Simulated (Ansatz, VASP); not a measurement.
Sb in VASP and in Ansatz

```
CELL_PARAMETERS angstrom
0.00000 2.34279 2.34279
2.34279 0.00000 2.34279
2.34279 2.34279 0.00000
ATOMIC_POSITIONS crystal
Sb 0.00000 0.00000 0.00000
```

Change from the starting cell: volume scaled by 1.05, crystal datasets.

Alike in both runs: task electric field gradients; functional PBE; k mesh 12 × 12 × 12; occupations fermi-dirac, width 0.05 eV; no spin polarisation.

```csv
,VASP,Ansatz
version,VASP 6.6.1,Ansatz 0.2.0
potentials or method,"VASP PAW PBE potentials, release 64 (Sb), cutoff 520 eV","all-electron PAW with datasets made for the crystal, scalar-relativistic"
```

```csv
,VASP,Ansatz,Ansatz less VASP
pressure (GPa),4.5,4.7,+0.15
Vzz of the field gradient on the site that differs most (V/Å²),0.0,0.0,0.00
```

Ansatz ran all-electron here, so the differences hold the error of VASP's frozen core and of both bases. Ansatz warned: «gradients_without_spin_orbit».

The runs have no spin-orbit coupling, so splittings on Sb are missing.
